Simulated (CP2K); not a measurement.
Crystal: BN.

```
N B
1.0
     2.49824    0.00000    0.00000
    -1.24912    2.16354    0.00000
     0.00000    0.00000    6.63570
N B
2 2
Direct
  0.66667 0.33333 0.25000
  0.33333 0.66667 0.75000
  0.66667 0.33333 0.75000
  0.33333 0.66667 0.25000
```

Base run:

```yaml
Program: CP2K 2026.2
Functional: optB88-vdW
Potentials_or_basis: POTENTIAL_UZH N GTH-PBE-q5, B GTH-PBE-q3; TZVP-MOLOPT-PBE-GTH basis
Density_cutoff: 9184 eV
k_mesh: 12 × 12 × 4
Occupations: fermi-dirac, width 0.05 eV
Spin: no spin polarisation
```

Its results: band gap on the k mesh 4.36 eV, indirect (least direct gap 4.75 eV); pressure 3.9 GPa.

Question: The run is repeated on the same cell with these changes: functional from optB88-vdW to BEEF-vdW. What comes out?

Answer: Band gap on the k mesh 4.50 eV, indirect (least direct gap 4.81 eV); pressure 1.4 GPa.

Caveats: the potentials were made for another functional, which shifts forces and pressure; the basis of atomic orbitals isn't converged, which shifts pressures, moduli and gaps.
